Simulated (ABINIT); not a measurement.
Crystal: Rh.

```xyz
1
Lattice="0.0000 1.8979 1.8979 1.8979 0.0000 1.8979 1.8979 1.8979 0.0000" Properties=species:S:1:pos:R:3 pbc="T T T"
Rh    0.0000    0.0000    0.0000
```

Base run:

| Item | Value |
| --- | --- |
| Program | ABINIT 10.8.3 (patched build) |
| Functional | LDA |
| Potentials or basis | JTH PAW LDA v2.0 |
| Cutoff | 544 eV |
| k mesh | 10 × 10 × 10 |
| Occupations | fermi-dirac, width 0.05 eV |
| Spin | no spin polarisation |

Its results: band gap on the k mesh none (metal or under the smearing width); pressure -9.7 GPa.

Question: After a change of settings the same cell gave: band gap on the k mesh none (metal or under the smearing width); pressure -6.8 GPa. Which change was it?
A. k mesh from 10 × 10 × 10 to 16 × 16 × 16
B. functional from LDA to LDA-PZ; k mesh from 10 × 10 × 10 to 12 × 12 × 12
C. k mesh from 10 × 10 × 10 to 5 × 5 × 5

Answer: C.

Caveats: some runs use coarse meshes.

Runs at the PBE level aren't shown here.
